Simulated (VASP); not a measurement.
## A VASP 6.6.1 single-point calculation on GaN

INCAR

```
IBRION = -1
NBANDS = 16
GGA = PE
PREC = Accurate
LCHARG = .FALSE.
LASPH = .TRUE.
ISIF = 2
ISMEAR = 2
NSW = 0
LWAVE = .FALSE.
LREAL = .TRUE.
NELM = 120
EDIFF = 1E-7
ENCUT = 520
SIGMA = 0.01
```

KPOINTS

```
KPOINTS created by Atomic Simulation Environment
0
Gamma
10 10 10
0 0 0
```

POSCAR

```
Ga N
 1.0000000000000000
     0.0000000000000000    2.0452597773000001    2.1769953713999999
     2.0452597773000001    0.0000000000000000    2.1769953713999999
     2.0452597773000001    2.0452597773000001    0.0000000000000000
 Ga  N
   1   1
Cartesian
  0.0000000000000000  0.0000000000000000  0.0000000000000000
  2.0452597773000001  2.0452597773000001  2.1769953713999994
```

The recommended PBE PAW datasets give the neutral cell 18 valence electrons.

Command

```
mpirun -np 1 vasp_std
```

OSZICAR

```
N       E                     dE             d eps       ncg     rms          rms(c)
DAV:   1     0.751221514427E+02    0.75122E+02   -0.92545E+03  3768   0.216E+03
DAV:   2    -0.868737831344E+01   -0.83810E+02   -0.78084E+02  3712   0.321E+02
DAV:   3    -0.130078744822E+02   -0.43205E+01   -0.43069E+01  3784   0.633E+01
DAV:   4    -0.130453260710E+02   -0.37452E-01   -0.37448E-01  4144   0.620E+00
DAV:   5    -0.130457632767E+02   -0.43721E-03   -0.43720E-03  3880   0.608E-01    0.749E+00
DAV:   6    -0.111754710364E+02    0.18703E+01   -0.43105E+00  4720   0.414E+01    0.229E+00
DAV:   7    -0.111676792334E+02    0.77918E-02   -0.25448E-01  3856   0.524E+00    0.152E+00
DAV:   8    -0.111543331404E+02    0.13346E-01   -0.29063E-02  3824   0.238E+00    0.456E-01
DAV:   9    -0.111525573408E+02    0.17758E-02   -0.68592E-03  4096   0.214E+00    0.108E-01
DAV:  10    -0.111525313240E+02    0.26017E-04   -0.52594E-04  3944   0.295E-01    0.117E-02
DAV:  11    -0.111525333794E+02   -0.20554E-05   -0.36223E-05  3928   0.627E-02    0.122E-02
DAV:  12    -0.111525352313E+02   -0.18519E-05   -0.18604E-06  4080   0.289E-02    0.198E-03
DAV:  13    -0.111525352231E+02    0.81463E-08   -0.22614E-07  3680   0.457E-03
   1 F= -.11152535E+02 E0= -.11152535E+02  d E =-.786833E-17
```

From OUTCAR

```
k-points           NKPTS =    102   k-points in BZ     NKDIM =    102   number of bands    NBANDS=     16

   NELECT =      18.0000    total number of electrons

   dimension x,y,z NGX =    24 NGY =   24 NGZ =   24
   dimension x,y,z NGXF=    48 NGYF=   48 NGZF=   48

  energy-cutoff  :      520.00
  volume of cell :       18.21
      direct lattice vectors                 reciprocal lattice vectors
     0.000000000  2.045259777  2.176995371    -0.244467723  0.244467723  0.229674351
     2.045259777  0.000000000  2.176995371     0.244467723 -0.244467723  0.229674351
     2.045259777  2.045259777  0.000000000     0.244467723  0.244467723 -0.229674351

 k-points in reciprocal lattice and weights: KPOINTS created by Atomic Simulation Env
   0.00000000  0.00000000  0.00000000       0.001
   0.10000000 -0.00000000  0.00000000       0.008
   0.20000000 -0.00000000  0.00000000       0.008
   0.30000000  0.00000000  0.00000000       0.008
   0.40000000 -0.00000000  0.00000000       0.008
   0.50000000 -0.00000000  0.00000000       0.004
   0.10000000  0.10000000  0.00000000       0.002
   0.20000000  0.10000000  0.00000000       0.008
   ...

 E-fermi :   8.5269

 k-point     1 :       0.0000    0.0000    0.0000
  band No.  band energies     occupation
      1      -9.3614      2.00000
      2      -5.6572      2.00000
      3      -5.6148      2.00000
      4      -5.6148      2.00000
      5      -5.5655      2.00000
      6      -5.4797      2.00000
      7       7.6076      2.00000
      8       7.6076      2.00000
      9       8.1232      2.00000
     10      11.0226      0.00000
     11      22.9980      0.00000
     12      23.0276      0.00000
     13      23.5065      0.00000
     14      23.5065      0.00000
     15      24.6215      0.00000
     16      25.6368      0.00000

 k-point     2 :       0.1000   -0.0000    0.0000
  band No.  band energies     occupation
      1      -9.1596      2.00000
      2      -5.6520      2.00000
      3      -5.6229      2.00000
      4      -5.6034      2.00000
      5      -5.5696      2.00000
      6      -5.5022      2.00000
      7       6.5815      2.00000
      8       7.6658      2.00000
      9       7.9985      2.00000
     10      11.9377      0.00000
     11      20.6480      0.00000
     12      21.9822      0.00000
     13      23.1767      0.00000
     14      23.9642      0.00000
     15      25.1707      0.00000
     16      25.1959      0.00000

 k-point     3 :       0.2000   -0.0000    0.0000
  band No.  band energies     occupation
      1      -8.5742      2.00000
      2      -5.6741      2.00000
      3      -5.6633      2.00000
      4      -5.6192      2.00000
      5      -5.5254      2.00000
      6      -5.5147      2.00000
      7       4.5475      2.00000
      8       7.8288      2.00000
      9       7.9658      2.00000
     10      13.1819      0.00000
     11      18.5335      0.00000
     12      20.3285      0.00000
     13      21.5972      0.00000
     14      24.2072      0.00000
     15      25.8351      0.00000
     16      25.8458      0.00000

 ...

  Total        2.9889044      2.9889044      0.2198505      0.0000000      0.0000000      0.0000000
  in kB      262.9287949    262.9287949     19.3398704      0.0000000      0.0000000      0.0000000
  external PRESSURE =     181.7324867 kB  Pullay stress =       0.0000000 kB

 POSITION                                       TOTAL-FORCE (eV/Angst)
 -----------------------------------------------------------------------------------
      0.00000      0.00000      0.00000        -0.000000      0.000000      0.000000
      2.04526      2.04526      2.17700         0.000000     -0.000000     -0.000000
 -----------------------------------------------------------------------------------
    total drift:                                0.000000     -0.000000     -0.000000

  FREE ENERGIE OF THE ION-ELECTRON SYSTEM (eV)
  ---------------------------------------------------
  free  energy   TOTEN  =       -11.1525352231 eV

  energy  without entropy=      -11.1525352231  energy(sigma->0) =      -11.15253522
```

It converged. Results: gap between bands v and c on the k mesh 0.54 eV; least direct gap on the k mesh 2.90 eV; pressure 18.2 GPa. Band v is the last that the valence electrons fill when counted band by band, and c is the next.

These settings aren't sound, so the numbers aren't properties of the crystal.

On sound settings PBE gives a gap of 0.54 eV on its mesh and a pressure of 18.4 GPa for the intended cell.

The run took about 32 s on one core of a shared host (Intel Xeon Platinum 8488C) and held 0.15 GiB at most.
